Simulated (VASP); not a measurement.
Here is a VASP 6.6.1 calculation.

File POSCAR:

```
Zr
1.0
   -1.8100000000      1.8100000000      1.8100000000
    1.8100000000     -1.8100000000      1.8100000000
    1.8100000000      1.8100000000     -1.8100000000
Zr
1
Direct
    0.0000000000      0.0000000000      0.0000000000
```

File INCAR.step1:

```
SYSTEM = Zr
PREC = Accurate
ENCUT = 600
EDIFF = 1E-8
ISMEAR = -1
SIGMA = 0.05
LREAL = .FALSE.
LASPH = .TRUE.
NELM = 80
ALGO = Normal
ISIF = 3
LWAVE = .FALSE.
LCHARG = .FALSE.
IBRION = 2
NSW = 40
EDIFFG = -0.002
```

INCAR.step2

```
SYSTEM = Zr
PREC = Accurate
ENCUT = 600
EDIFF = 1E-8
ISMEAR = -1
SIGMA = 0.05
LREAL = .FALSE.
LASPH = .TRUE.
NELM = 80
ALGO = Normal
ISIF = 3
LWAVE = .FALSE.
LCHARG = .FALSE.
IBRION = 6
NFREE = 2
POTIM = 0.015
NSW = 1
```

KPOINTS

```
Automatic mesh
0
G
  7 7 7
  0 0 0
```

Potentials or basis: VASP PAW LDA potentials, release 64 (Zr_sv).

Command:

```bash
$ cat potpaw_LDA.64/Zr_sv/POTCAR > POTCAR
$ cp INCAR.step1 INCAR
$ mpirun -np 1 vasp_std > vasp.out
$ cp CONTCAR POSCAR
$ cp INCAR.step2 INCAR
$ mpirun -np 1 vasp_std > vasp.out
```

Predict the elastic constants C11, C12, C44.

22, 124, 19 GPa.

What does it give for the Voigt bulk modulus?

90 GPa.

What does it give for the space group after relaxing (to 0.05 Å)?

Im-3m (No. 229).

Predict the relaxed volume.

20.96 Å³/atom.

Step by step:
| step | energy change (eV) | largest force (eV/Å) | pressure (GPa) | volume (Å³) |
| --- | --- | --- | --- | --- |
| 1 | 0.0000 | 0.0000 | -8.65 | 23.72 |
| 2 | -0.0525 | 0.0000 | 7.34 | 19.59 |
| 3 | -0.0817 | 0.0000 | -0.13 | 20.99 |
| 4 | -0.0817 | 0.0000 | 0.09 | 20.94 |
| 5 | -0.0817 | 0.0000 | -0.05 | 20.97 |
| 6 | -0.0817 | 0.0000 | 0.00 | 20.96 |

Caveat: the elastic tensor has a negative eigenvalue, so either the cell is unstable as it stands or the mesh is too thin.
